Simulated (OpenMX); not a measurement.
The system is AlNi.

```xyz
2
Lattice="2.8810 0.0000 0.0000 0.0000 2.8810 0.0000 0.0000 0.0000 2.8810" Properties=species:S:1:pos:R:3 pbc="T T T"
Ni    1.4405    1.4405    1.4405
Al    0.0000    0.0000    0.0000
```

Base run:

```yaml
Program: OpenMX 3.8.5
Functional: PBE
Potentials_or_basis: OpenMX 2013 PBE set, Ni6.0H-s3p2d2, Al7.0-s2p2d1, grid cutoff 500 Ry
k_mesh: 9 × 9 × 9
Occupations: fermi-dirac, width 0.05 eV
Spin: collinear spin, ferromagnetic start
Starting_moments: "[1.0, 0.0] μB"
```

Its results: pressure 3.6 GPa; net moment 0.00 μB per cell.

Task: The run is repeated on the same cell with these changes: potentials or basis from OpenMX 2013 PBE set, Ni6.0H-s3p2d2, Al7.0-s2p2d1, grid cutoff 500 Ry to OpenMX 2013 PBE set, Ni6.0H-s3p2d2f1, Al7.0-s3p2d2, grid cutoff 500 Ry. What comes out?

Result: Pressure 2.0 GPa; net moment 0.00 μB per cell.

Caveats: the basis of atomic orbitals isn't converged, which shifts pressures, moduli and gaps.

Not every run made on this cell is shown here.
